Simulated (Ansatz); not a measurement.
A run of Ansatz 0.2.0 is set up as follows.

input.yaml

```yaml
crystal:
  lattice:
    - [0.0, 2.735, 2.735]
    - [2.735, 0.0, 2.735]
    - [2.735, 2.735, 0.0]
  atoms:
    - { symbol: Ag, position: [0.0, 0.0, 0.0] }
    - { symbol: Cl, position: [0.5, 0.5, 0.5] }
kpoints:
  mp_grid: { grid: [8, 8, 8] }
scf:
  occupations: { method: fermi_dirac, width: 0.05 }
hamiltonian:
  xc: pbesol
  pseudopotentials: { kind: all_electron, lapw: { basis_error: 0.001 } }
  hubbard:
    sites: [{ species: Ag, l: d, u_eff: 8 }]
    double_counting: fll
    projectors: ortho-atomic
output:
  forces: true
  stress: true
  eigenvalues: true
  dos: { projected: false, de: 0.1, e_range: [-14, 8] }
  hubbard: {}
```

Potentials or basis: all-electron LAPW, scalar-relativistic.

Command:

```sh
$ ansatz run input.yaml --threads 1 --pin off --max-ram 3072MiB --backend cpu --events-out ev --progress --plain --runs-dir out
```

Question: Estimate the pressure.

Answer: 1.0 GPa.

Question: Predict the band gap on the k mesh.

Answer: 1.94 eV, indirect (least direct gap 3.27 eV).

States per cell in windows of 0.5 eV (zero at the valence-band top; states under -8 eV left out):
```
from (eV)  total
     -8.0   0.00
     -7.5   0.00
     -7.0   0.00
     -6.5   0.00
     -6.0   3.74
     -5.5   2.88
     -5.0   3.37
     -4.5   0.02
     -4.0   0.00
     -3.5   0.14
     -3.0   1.53
     -2.5   0.71
     -2.0   0.87
     -1.5   1.15
     -1.0   0.92
     -0.5   0.67
      0.0   0.00
      0.5   0.00
      1.0   0.00
      1.5   0.00
      2.0   0.00
      2.5   0.02
      3.0   0.04
      3.5   0.12
      4.0   0.25
      4.5   0.42
      5.0   0.59
      5.5   0.55
      6.0   0.01
      6.5   0.13
      7.0   0.55
      7.5   0.45
```

**Experimental background.**

From a printed reference work, data compilation, for a bulk crystal of AgCl: band gap 3.249 eV (indirect).

Against the measured gap of AgCl, 3.249 eV (indirect; a printed reference work, data compilation), the calculated 1.94 eV is off by -1.31 eV. Spin-orbit coupling on Ag is left out. The value is that of PBEsol+U on a finite k mesh, which can miss the band edges, without temperature or zero-point motion.
